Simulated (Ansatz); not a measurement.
Here is an Ansatz 0.2.0 calculation.

The input input.yaml:

```yaml
crystal:
  lattice:
    - [0.0, 2.3, 2.3]
    - [2.3, 0.0, 2.3]
    - [2.3, 2.3, 0.0]
  atoms:
    - { symbol: Zr, position: [0.5, 0.5, 0.5] }
    - { symbol: "N", position: [0.0, 0.0, 0.0] }
hamiltonian:
  xc: pbe
  pseudopotentials: { kind: paw }
kpoints:
  mp_grid: { grid: [10, 10, 10] }
scf:
  occupations: { method: gaussian, width: 0.026 }
output:
  forces: true
  stress: true
  eigenvalues: true
  write_density: true
  write_potential: true
  elf: true
  volumetric_format: npy
```

Potentials or basis: Ansatz PAW.

Launch:

```console
$ ansatz run input.yaml --threads 2 --pin off --max-ram 5632MiB --backend cpu --events-out ev --progress --plain --runs-dir out
```

(1) What does it give for the pressure?

(2) Estimate the band gap on the k mesh.

## Answers

(1) -0.9 GPa.

(2) none (metal or under the smearing width).

Caveat: the pressure holds a Pulay correction of +0.4 GPa for the finite cutoff.
